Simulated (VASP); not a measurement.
Wanted: the native input for a VASP 6.6.1 run.

| Quantity | Value |
| --- | --- |
| Task | band structure |
| Functional | PBE |
| Potentials or basis | VASP PAW PBE potentials, release 64 (Ba_sv, Ti_sv, O) |
| Cutoff | 520 eV |
| k mesh | 8 × 8 × 8 |
| Occupations | gaussian, width 0.03 eV |
| Spin | no spin polarisation |
| Further INCAR settings | ALGO = Normal; EDIFF = 1e-06; NBANDS = 28 |

The structure of BaTiO3 lies in POSCAR:

```
BaTiO3                                  
1.0
    3.9671433514      0.0000000000      0.0000000000
    0.0000000000      3.9671433514      0.0000000000
    0.0000000000      0.0000000000      4.0656693611
  Ba              Ti              O             
     1     1     3
Direct
     1.0000000000000000    0.0000000000000000    0.9986018169556405
     0.5000000000000000    0.5000000000000000    0.4819255879355182
     0.5000000000000000    0.5000000000000000    0.0291004766978163
     0.5000000000000000    0.0000000000000000    0.5166860592055121
     1.0000000000000000    0.5000000000000000    0.5166860592055121
```

One way to write it, as run:

INCAR

```
ALGO = Normal ; EDIFF = 1E-6
ENCUT = 520 ; GGA = PE
ISIF = 2 ; ISMEAR = 0
KPAR = 2 ; LASPH = True
LCHARG = False ; LMAXMIX = 4
LREAL = False ; LWAVE = False
NBANDS = 28 ; NELM = 80
PREC = Accurate ; SIGMA = 0.03
```

KPOINTS

```
k-points
0
Gamma
  8 8 8
```

KPOINTS_OPT

```
explicit points
213
Reciprocal
 0.0000000000  0.0000000000  0.0000000000 1
 0.0000000000  0.0357142857  0.0000000000 1
 0.0000000000  0.0714285714  0.0000000000 1
 0.0000000000  0.1071428571  0.0000000000 1
 0.0000000000  0.1428571429  0.0000000000 1
 0.0000000000  0.1785714286  0.0000000000 1
[... 205 lines left out ...]
 0.0000000000  0.0000000000  0.5223819600 1
 0.0000000000  0.0000000000  0.4776180400 1
```

Potentials or basis: VASP PAW PBE potentials, release 64 (Ba_sv, Ti_sv, O).

Command:

```console
$ cat potpaw_PBE.64/Ba_sv/POTCAR potpaw_PBE.64/Ti_sv/POTCAR potpaw_PBE.64/O/POTCAR > POTCAR
$ mpirun -np 2 vasp_std > vasp.out
```

It gave:

| Item | Value |
| --- | --- |
| Pressure | 6.4 GPa |
| Largest force | 0.093 eV/Å |
| Band gap on the k mesh | 1.81 eV, indirect (least direct gap 2.24 eV) |
| Band gap along the path | 1.81 eV, indirect (least direct gap 2.24 eV) |

Caveat: spin-orbit coupling is left out, which moves the levels of the heavy elements.

Run time: 99 s on 2 MPI ranks on AMD EPYC 9R45 (Zen 5), on a shared host, peak memory 0.3 GiB a rank.
